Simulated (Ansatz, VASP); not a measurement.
BN in VASP and in Ansatz

```xyz
2
Lattice="1.2511 0.7223 3.3729 -1.2511 0.7223 3.3729 0.0000 -1.4447 3.3729" Properties=species:S:1:pos:R:3 pbc="T T T"
N     0.0000    0.0000    6.7517
B     0.0000    0.0000    0.0033
```

The cell is a database's computed one.

Alike in both runs: task band structure; functional PBEsol0; k mesh 6 × 6 × 6; occupations fermi-dirac, width 0.05 eV; no spin polarisation.

```csv
,VASP,Ansatz
version,VASP 6.6.1,Ansatz 0.2.0
potentials or method,"VASP PAW PBE potentials, release 64 (N, B)",Ansatz PAW
plane-wave cutoff (eV),520,420
valence electrons in the cell,8,8
```

|  | VASP | Ansatz | Ansatz less VASP |
| --- | --- | --- | --- |
| gap on the k mesh at the Fermi level (eV) | 6.22 | 6.21 | -0.014 |
| least direct gap on the mesh (eV) | 6.80 | 6.79 | -0.014 |
| pressure (GPa) | -3.2 | -3.5 | -0.31 |
| largest component of the traceless stress (GPa) | 3.37 | 3.94 | +0.562 |
| rms of the force components (eV/Å) | 0.004 | 0.004 | 0.0000 |

Atom by atom the forces differ by 0.000 eV/Å (rms over components). The functional is the same, so the differences come from potentials, cutoffs and numerics.

Caveats: the k mesh is coarse (spacing up to 0.49 Å⁻¹), so the values aren't converged, least of all with exact exchange; an unscreened hybrid on a path of extra k points without a Coulomb cutoff has errors near the mesh points, so the bands along the path aren't reliable (VASP); the PAW data sets were made with another functional, which shifts forces and pressure a little (VASP); the k mesh misses the band edges, so the gap on the mesh is wider than the one along the path (Ansatz); the pressure holds a Pulay correction of +0.5 GPa for the finite cutoff (Ansatz); the PAW data sets come from PBE, with cores solved anew for the run's functional, which leaves a small shift of forces and pressure (Ansatz); the thresholds are loose for stress (Ansatz).
